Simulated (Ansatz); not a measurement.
Wurtzite NaF (no longer in that coordination), relaxed with r2SCAN. The symmetry is P6_3/mmc (No. 194, hexagonal); conventional cell a = 3.868 Å, c = 4.551 Å, 14.74 Å³ an atom. Around Na lie 5 F at 2.23–2.28 Å; around F lie 5 Na at 2.23–2.28 Å. The cell started from the wurtzite prototype, but the relaxation took it to the higher symmetry P6_3/mmc (No. 194), so the name no longer describes it.

The questions ask for values computed with Ansatz on this geometry. Simulation only: spin-unpolarised, and no claim that this is the phase found in nature.

Q: What gap does PBE give, and where are the band edges?

A: The PBE gap is direct at Γ: 5.69 eV.

Q: How does the gap change from PBE to r2SCANh (6×6×4)?

A: With r2SCANh the gap is 7.36 eV and direct, at Γ. The gap differs by +1.67 eV from PBE's.

Q: How does the gap change from PBE to HSE06 (6×6×4)?

A: HSE06 gives a direct gap of 7.74 eV at Γ. The gap differs by +2.05 eV from PBE's.

Q: Estimate the gap with PBE0 on 6×6×4.

A: With PBE0 the gap is 8.52 eV and direct, at Γ. The gap differs by +2.83 eV from PBE's.

Q: Order these levels by the gap that they give, smallest first.
A. PBE
B. HSE06
C. PBE0
D. r2SCAN
E. r2SCANh
F. LDA
G. Hartree-Fock
H. DDH-PBE0

A: F (5.39 eV), A (5.69 eV), D (6.34 eV), E (7.36 eV), B (7.74 eV), C (8.52 eV), H (12.32 eV), G (16.97 eV).

Q: What does G0W0@PBE with 176 empty bands, a screening cutoff of 120 eV and a 6×6×4 mesh give?

A: 9.65 eV (the shift on the mesh added to PBE's least gap). G0W0 moves the gap on the mesh from 5.69 eV (PBE) to 9.66 eV (direct at Γ). Renormalisation factors Z lie between 0.80 and 0.90. No extrapolation in bands, cutoff or mesh was made for G0W0.

Q: How strongly does the crystal screen a field with clamped ions (r2SCAN)?

A: ε∞: 1.69 in all directions. Born charges, averaged over directions: Na +0.97, F -0.97 e.

Q: Relaxed again with PBEsol, is the cell stable at the zone centre, and where do its optical modes lie?

A: The zone-centre optical frequencies run from 143 to 289 cm⁻¹, none imaginary (the rest of the zone wasn't tested). With the long-range field the highest mode reaches 395 cm⁻¹.

Q: How do the levels compare, in gap and in cost?

A: r2SCAN covers 31 % of the step from PBE to HSE06, while HSE06 needs about 6 times r2SCAN's cost (on a coarser mesh). All these functionals give a gap of the same kind, direct.

The meshes of the hybrids are coarse, so their gaps aren't converged to the digits shown.
